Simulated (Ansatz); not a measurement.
Runs of Ansatz 0.2.0 on TiO2 (Anatase). Symmetry: I4_1/amd, No. 141, tetragonal system. The conventional cell has a = 3.784 Å, b = 3.784 Å, c = 9.515 Å, α = 90.00°, β = 90.00°, γ = 90.00°. Around Ti (site symmetry -4m2) lie 6 O at 1.93 to 1.98 Å. O (site symmetry 2mm) is surrounded by 3 Ti at 1.93 to 1.98 Å. 

```tsv
cell	target pressure (GPa)	gap on the mesh (eV)	pressure (GPa)
relaxed to 2 GPa	2	(a)	2.0
relaxed to 30 GPa	30	1.83	30.0
relaxed to 10 GPa	10	2.08	10.0
relaxed to 20 GPa	20	(b)	20.0
relaxed to 5 GPa	5	2.12	5.0
```

Alike in all rows: task relaxation of cell and atoms; level PBE; potentials or basis Ansatz PAW; no spin polarisation; k mesh 10 × 10 × 10; cutoff (eV) 420; smearing fermi-dirac 0.05 eV.

Task: Estimate the missing entries.

Result: (a) 2.13; (b) 1.96.

Caveats: the plane-wave basis is chosen anew once the cell has moved, so the energies of steps on either side of that aren't comparable.

A k mesh can miss the band edges.
